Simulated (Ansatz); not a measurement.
Crystal: PtSe2 (Sudovikovite).

```xyz
3
Lattice="3.7240 0.0000 0.0000 -1.8620 3.2251 0.0000 0.0000 0.0000 5.0620" Properties=species:S:1:pos:R:3 pbc="T T T"
Pt    0.0000    0.0000    0.0000
Se    1.8620    1.0750    3.7965
Se    0.0000    2.1501    1.2655
```

```yaml
Program: Ansatz 0.2.0
Task: relaxation of cell and atoms
Functional: PBEsol
Potentials_or_basis: all-electron LAPW, scalar-relativistic
Basis_error_allowed: 0.002 eV/atom
k_mesh: 8 × 8 × 5
Occupations: fermi-dirac, width 0.05 eV
Spin: no spin polarisation
```

At the start: volume 20.27 Å³/atom.

Question: How do energy, volume and symmetry change on relaxing?

Answer: Over 6 steps the energy falls by 7.4 meV/atom and the volume is 19.80 Å³/atom (-2.3 %); space group P-3m1 (No. 164, to 0.05 Å).

Step by step:
| step | energy change (eV) | largest force (eV/Å) | volume (Å³) |
| --- | --- | --- | --- |
| 1 | 0.0000 | 0.3372 | 60.80 |
| 2 | -0.0135 | 0.2456 | 60.03 |
| 3 | -0.0208 | 0.0439 | 59.95 |
| 4 | -0.0220 | 0.0035 | 59.23 |
| 5 | -0.0220 | 0.0006 | 59.39 |
| 6 | -0.0221 | 0.0007 | 59.39 |

Final structure:
```cif
data_structure
_symmetry_space_group_name_H-M 'P 1'
_symmetry_Int_Tables_number 1
_cell_length_a 3.7579
_cell_length_b 3.7579
_cell_length_c 4.8559
_cell_angle_alpha 90.000
_cell_angle_beta 90.000
_cell_angle_gamma 120.000
_cell_volume 59.39
loop_
_atom_site_label
_atom_site_type_symbol
_atom_site_fract_x
_atom_site_fract_y
_atom_site_fract_z
_atom_site_occupancy
Pt1 Pt 0.00000 0.00000 0.00000 1
Se1 Se 0.66667 0.33333 0.73802 1
Se2 Se 0.33333 0.66667 0.26198 1
```
